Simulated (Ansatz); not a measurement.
## Pd: energy change per atom and pressure as volume scale varies

All results are calculated (Ansatz 0.2.0). Plane-wave DFT, scalar-relativistic PAW made under PBE with cores redone for the functional, no dispersion; the given relaxed cell is scaled uniformly, energy at zero smearing counts from the unscaled cell, pressure at the given Fermi-Dirac smearing is positive in compression.

The cell before it is scaled or strained (space group P6_3/mmc, No. 194):
```
Pd
1.0
      2.8055     0.0000     0.0000
     -1.4028     2.4296     0.0000
      0.0000     0.0000     9.2795
Pd
4
Direct
  0.00000 0.00000 1.00000
  0.00000 0.00000 0.50000
  0.33333 0.66667 0.25000
  0.66667 0.33333 0.75000
```

Settings of every row: spin polarised yes; functional RPBE; wave cutoff 420 eV; smearing width 0.05 eV; k mesh 14x14x4.

Atom:
```
element  starting moment (Bohr magneton)
     Pd                             0.39
     Pd                             0.39
     Pd                             0.39
     Pd                             0.39
```

Limits: search for a lower magnetic state is off; the cell comes from a prototype or a list of computed structures and needn't be the stable phase.

```
row  volume scale  V (Å³/atom)  energy change per atom (meV)  pressure (GPa)  largest site moment (Bohr magneton)
  1          0.88       13.915                        141.51           26.87                                 0.25
  2          0.92       14.548                         58.08           15.65                                 0.33
  3          0.96        15.18                         13.86            6.97                                 0.38
  4          1.04       16.445                             ?               ?                                    ?
  5          1.08       17.078                         37.16           -8.85                                 0.43
  6          1.12        17.71                         78.42          -11.84                                 0.43
```

Question: what energy change per atom and pressure should row 4 give?

Worked fit of energy change per atom. Take u = (V_r/V)^(2/3) − 1 with V_r = 15.18 Å³ an atom, which is twice the finite (Eulerian) strain; such expansions in the strain, on which the Birch-Murnaghan equation of state is built, carry the rest volume and the bulk modulus. The shown rows have u = 0.05972, 0.02876, 0, -0.07554, -0.09766. Least squares give energy change per atom = 14.064 + 1060.67 × u + 17750.2 × u² meV; a straight line predicts inner rows, each left out in turn, worse (root mean square 47 against 2.2 meV). The rows lie off it by 0.80, -1.17, -0.20, 1.93, -1.35 (root mean square 1.2 meV). The withheld row has u = -0.05196, so the fit gives 14.064 + 1060.67 × (-0.05196) + 17750.2 × (-0.05196)² = 6.87 meV.

The calculation gave 9.59 meV. The fit lies 2.72 meV (28 % of the value, 2.1 % of the column's range) below it; its largest miss of a shown row is 1.93 meV.

Worked fit of pressure. Take u = (V_r/V)^(2/3) − 1 with V_r = 15.18 Å³ an atom, which is twice the finite (Eulerian) strain; such expansions in the strain, on which the Birch-Murnaghan equation of state is built, carry the rest volume and the bulk modulus. The shown rows have u = 0.05972, 0.02876, 0, -0.07554, -0.09766. Least squares give pressure = 6.983 + 278.79 × u + 891.4 × u² GPa; a straight line predicts inner rows, each left out in turn, worse (root mean square 2.3 against 0.16 GPa). The rows lie off it by 0.06, -0.09, -0.01, 0.14, -0.10 (root mean square 0.091 GPa). The withheld row has u = -0.05196, so the fit gives 6.983 + 278.79 × (-0.05196) + 891.4 × (-0.05196)² = -5.10 GPa.

The calculation gave -4.9 GPa. The fit lies 0.20 GPa (4.1 % of the value, 0.52 % of the column's range) below it; its largest miss of a shown row is 0.14 GPa.

The other values of row 4: largest site moment 0.42 Bohr magneton.
